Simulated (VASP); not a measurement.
# InP (F-43m) in VASP: a series of runs, part 3 of 3

VASP 6.6.1.

## Step 6: Band structure, PBE0

POSCAR reads:

```
InP
1.0
    0.0000000000      2.9305000000      2.9305000000
    2.9305000000      0.0000000000      2.9305000000
    2.9305000000      2.9305000000      0.0000000000
In P
1 1
Direct
    0.0000000000      0.0000000000      0.0000000000
    0.7500000000      0.7500000000      0.7500000000
```

INCAR.step1 reads:

```
PREC     = Accurate       # precision mode
ENCUT    = 520            # plane-wave cutoff, eV
EDIFF    = 1E-5           # SCF threshold, eV
ISMEAR   = 0              # smearing method
SIGMA    = 0.02           # smearing width, eV
LREAL    = False          # projectors in reciprocal space
LASPH    = True           # aspherical terms in the spheres
NELM     = 60             # most SCF steps
ALGO     = Normal         # electronic algorithm
ISIF     = 2              # what is computed and relaxed
LWAVE    = True           # write WAVECAR
LCHARG   = False          # write CHGCAR
NBANDS   = 16             # bands
GGA      = PE             # functional
KPAR     = 4
```

INCAR.step2 reads:

```
PREC     = Accurate       # precision mode
ENCUT    = 520            # plane-wave cutoff, eV
EDIFF    = 1E-7           # SCF threshold, eV
ISMEAR   = 0              # smearing method
SIGMA    = 0.02           # smearing width, eV
LREAL    = False          # projectors in reciprocal space
LASPH    = True           # aspherical terms in the spheres
NELM     = 60             # most SCF steps
ALGO     = Normal         # electronic algorithm
ISIF     = 2              # what is computed and relaxed
LWAVE    = False          # write WAVECAR
LCHARG   = False          # write CHGCAR
GGA      = PE             # functional
LHFCALC  = True           # exact exchange
AEXX     = 0.25           # exact-exchange fraction
PRECFOCK = Fast         
HFRCUT   = -1           
NBANDS   = 16             # bands
ISTART   = 1            
KPAR     = 4
```

KPOINTS reads:

```
regular mesh
0
Gamma
  6 6 6
```

KPOINTS_OPT reads:

```
path GXWKGLUWLK,UX
8
line-mode
reciprocal
 0.0000000000  0.0000000000  0.0000000000  G
 0.5000000000  0.0000000000  0.5000000000  X

 0.5000000000  0.0000000000  0.5000000000  X
 0.5000000000  0.2500000000  0.7500000000  W

 0.5000000000  0.2500000000  0.7500000000  W
 0.3750000000  0.3750000000  0.7500000000  K

 0.3750000000  0.3750000000  0.7500000000  K
 0.0000000000  0.0000000000  0.0000000000  G

 0.0000000000  0.0000000000  0.0000000000  G
 0.5000000000  0.5000000000  0.5000000000  L

 0.5000000000  0.5000000000  0.5000000000  L
 0.6250000000  0.2500000000  0.6250000000  U

 0.6250000000  0.2500000000  0.6250000000  U
 0.5000000000  0.2500000000  0.7500000000  W

 0.5000000000  0.2500000000  0.7500000000  W
 0.5000000000  0.5000000000  0.5000000000  L

 0.5000000000  0.5000000000  0.5000000000  L
 0.3750000000  0.3750000000  0.7500000000  K

 0.6250000000  0.2500000000  0.6250000000  U
 0.5000000000  0.0000000000  0.5000000000  X
```

Potentials or basis: VASP PAW PBE potentials, release 64 (In_d, P).

Command:

```console
$ cat potpaw_PBE.64/In_d/POTCAR potpaw_PBE.64/P/POTCAR > POTCAR
$ cp INCAR.step1 INCAR
$ mpirun -np 4 vasp_std > vasp.out
$ cp INCAR.step2 INCAR
$ mpirun -np 4 vasp_std > vasp.out
```

Run time: 30 min. Hardware: 4 MPI ranks of AMD EPYC 7R13 (Zen 3), shared host; peak memory 0.24 GiB.

It converged, with:

* Free energy: -10.8766 eV
* Pressure: 1.1 GPa
* Band gap on the k mesh: 2.12 eV, direct
* Band gap along the path: 2.12 eV, direct

Levels at the corners of the path, in eV from the valence-band top:
```csv
point,band 5,band 6,band 7,band 8,band 9,band 10,band 11,band 12,band 13,band 14
Γ,-15.80,-12.85,0.00,0.00,0.00,2.12,5.60,5.60,5.60,10.27
X,-15.77,-10.25,-6.34,-2.59,-2.59,3.02,3.66,11.14,11.64,11.64
X,-15.77,-10.25,-6.34,-2.59,-2.59,3.02,3.66,11.14,11.64,11.64
W,-15.79,-10.16,-6.15,-3.30,-3.22,5.73,6.12,7.22,7.73,12.21
W,-15.79,-10.16,-6.15,-3.30,-3.22,5.73,6.12,7.22,7.73,12.21
K,-15.79,-10.26,-6.17,-3.68,-2.16,3.71,5.99,9.26,9.33,10.09
K,-15.79,-10.26,-6.17,-3.68,-2.16,3.71,5.99,9.26,9.33,10.09
Γ,-15.80,-12.85,0.00,0.00,0.00,2.12,5.60,5.60,5.60,10.27
Γ,-15.80,-12.85,0.00,0.00,0.00,2.12,5.60,5.60,5.60,10.27
L,-15.79,-10.96,-6.35,-1.09,-1.09,2.91,6.35,6.35,8.72,11.28
L,-15.79,-10.96,-6.35,-1.09,-1.09,2.91,6.35,6.35,8.72,11.28
U,-15.79,-10.26,-6.17,-3.68,-2.16,3.71,5.99,9.26,9.33,10.09
U,-15.79,-10.26,-6.17,-3.68,-2.16,3.71,5.99,9.26,9.33,10.09
W,-15.79,-10.16,-6.15,-3.30,-3.22,5.73,6.12,7.22,7.73,12.21
W,-15.79,-10.16,-6.15,-3.30,-3.22,5.73,6.12,7.22,7.73,12.21
L,-15.79,-10.96,-6.35,-1.09,-1.09,2.91,6.35,6.35,8.72,11.28
L,-15.79,-10.96,-6.35,-1.09,-1.09,2.91,6.35,6.35,8.72,11.28
K,-15.79,-10.26,-6.17,-3.68,-2.16,3.71,5.99,9.26,9.33,10.09
U,-15.79,-10.26,-6.17,-3.68,-2.16,3.71,5.99,9.26,9.33,10.09
X,-15.77,-10.25,-6.34,-2.59,-2.59,3.02,3.66,11.14,11.64,11.64
```

Caveat: the PAW data sets were made with another functional, which shifts forces and pressure a little; spin-orbit coupling is left out, which moves the levels of the heavy elements.

## Step 7: Overview

```tsv
task	level	potentials or basis	cell	k mesh	cutoff (eV)	smearing	grid for exact exchange (PRECFOCK)	monkhorst-Pack mesh	ions in elastic constants	ladder	screening parameter	other keys	mesh quality	gap on the mesh (eV)	pressure (GPa)
density of states	HSE03	VASP PAW PBE potentials, release 64 (In_d, P)	volume scaled by 1.04	4 × 4 × 4	520	tetrahedron	Fast	yes	-	-	-	shifted = yes; ISMEAR = 2; SIGMA = 0.1	coarse	-	-1.1
elastic constants	AM05	VASP PAW PBE potentials, release 54 (In_d, P)	relaxed	6 × 6 × 6	600	gaussian 0.2 eV	-	-	relaxed	-	-	ALGO = Damped; TIME = 0.1; ISMEAR = 0; SIGMA = 0.2; IMIX = 1; …	not flagged	-	-
band structure	HSE06	VASP PAW PBE potentials, release 64 (In_d, P)	as given	6 × 6 × 6	520	gaussian 0.02 eV	Fast	-	-	gaps	0.2 1/A	-	not flagged	1.52	1.3
band structure	HSE03	VASP PAW PBE potentials, release 64 (In_d, P)	as given	6 × 6 × 6	520	gaussian 0.02 eV	Fast	-	-	gaps	-	-	not flagged	1.34	1.7
band structure	PBE0	VASP PAW PBE potentials, release 64 (In_d, P)	as given	6 × 6 × 6	520	gaussian 0.02 eV	Fast	-	-	gaps	-	-	not flagged	2.12	1.1
```

Alike in all rows: no spin polarisation.

Caveats: some runs use coarse meshes; the PAW data sets were made with another functional, which shifts forces and pressure a little; spin-orbit coupling is left out, which moves the levels of the heavy elements (some runs).

Total energies depend on the potentials used, so only differences within one code and one set of settings carry meaning.

## Step 8: Comparison with measurements

Step 4. Against the measured gap of InP, 1.4236 eV (direct; 1.6 K; a printed reference work, data compilation), the calculated 1.52 eV is off by +0.09 eV. Spin-orbit coupling on In is left out. The value is that of HSE06, without temperature or zero-point motion.

Step 5. Against the measured gap of InP, 1.4236 eV (direct; 1.6 K; a printed reference work, data compilation), the calculated 1.34 eV is off by -0.09 eV. Spin-orbit coupling on In is left out. The value is that of HSE03, without temperature or zero-point motion.

Step 6. Measured gap of InP: 1.4236 eV (direct; 1.6 K; a printed reference work, data compilation). This calculation gives 2.12 eV (+0.70 eV). Spin-orbit coupling on In is left out. The value is that of PBE0, without temperature or zero-point motion.
